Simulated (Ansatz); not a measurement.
How settings move the results for Pb

```
Pb
1.0
     3.48000    0.00000    0.00000
    -1.74000    3.01377    0.00000
     0.00000    0.00000    5.59000
Pb
2
Direct
  0.33333 0.66667 0.25000
  0.66667 0.33333 0.75000
```

Atom numbers follow the list: Pb1, Pb2.

The cell is COD entry 1537623, as deposited and not checked against the literature; nothing was relaxed.

No spin–orbit coupling, which matters for the heavy atoms here.

All numbers below come from Ansatz 0.2.0, DFT, PBE, all-electron LAPW, scalar-relativistic.

Sampling and basis: a Γ-centred 14×14×8 k mesh, Fermi–Dirac smearing of 0.08 eV, basis error target 0.5 meV/atom, no spin polarisation. One setting is then changed at a time.

```
        k mesh  free energy less the base's (meV/atom)  P (GPa)  cutoff chosen (eV)
14×14×8 (base)                                     0.0     4.07                 174
         4×4×2                                     124        ?                 174
         7×7×4                                    -1.2     3.87                 174
       10×10×6                                     0.1     3.94                 174
      20×20×11                                    -0.9        ?                 174
```

Q: What belongs in the row "4×4×2", column "P (GPa)"?

A: 2.42.

Q: What belongs in the row "20×20×11", column "P (GPa)"?

A: 4.01.
